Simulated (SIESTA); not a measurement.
Te:

```xyz
3
Lattice="4.4540 0.0000 0.0000 -2.2270 3.8573 0.0000 0.0000 0.0000 5.9240" Properties=species:S:1:pos:R:3 pbc="T T T"
Te    1.6279    2.8197    0.0000
Te   -0.5991    1.0376    3.9493
Te    1.1981    0.0000    1.9747
```

Program: SIESTA 5.4.2. Alike in all runs: no spin polarisation; cell as given; smearing fermi-dirac 0.05 eV; grid cutoff 500 Ry; energy shift 0.003 Ry.

Q: Order these runs on this cell by their pressure, lowest first.
A. level vdW-DF-cx; potentials or basis PseudoDojo 0.4 standard (PBE files), DZP (energy shift 0.003 Ry; two zetas on semicore shells); k mesh 7 × 7 × 5
B. level BLYP; potentials or basis PseudoDojo 0.4 standard (PBE files), DZP (energy shift 0.003 Ry; two zetas on semicore shells); k mesh 7 × 7 × 5
C. level LDA; potentials or basis PseudoDojo 0.4 standard (LDA files), DZP (energy shift 0.003 Ry; two zetas on semicore shells); k mesh 7 × 7 × 5
D. level RPBE; potentials or basis PseudoDojo 0.4 standard (PBE files), TZP (energy shift 0.003 Ry; two zetas on semicore shells); k mesh 5 × 5 × 4; wannier functions 24; bands left out below 0; projections ["random"]; wannier mesh 4 × 4 × 3

A: C (-0.7 GPa), A (1.2 GPa), D (4.0 GPa), B (6.4 GPa).

Caveats: the basis of atomic orbitals isn't converged, which shifts pressures, moduli and gaps; the potentials were made for another functional, which shifts forces and pressure (some runs); random starting centres can end in a local minimum of the spread (some runs).

Not every run made on this cell is shown here.
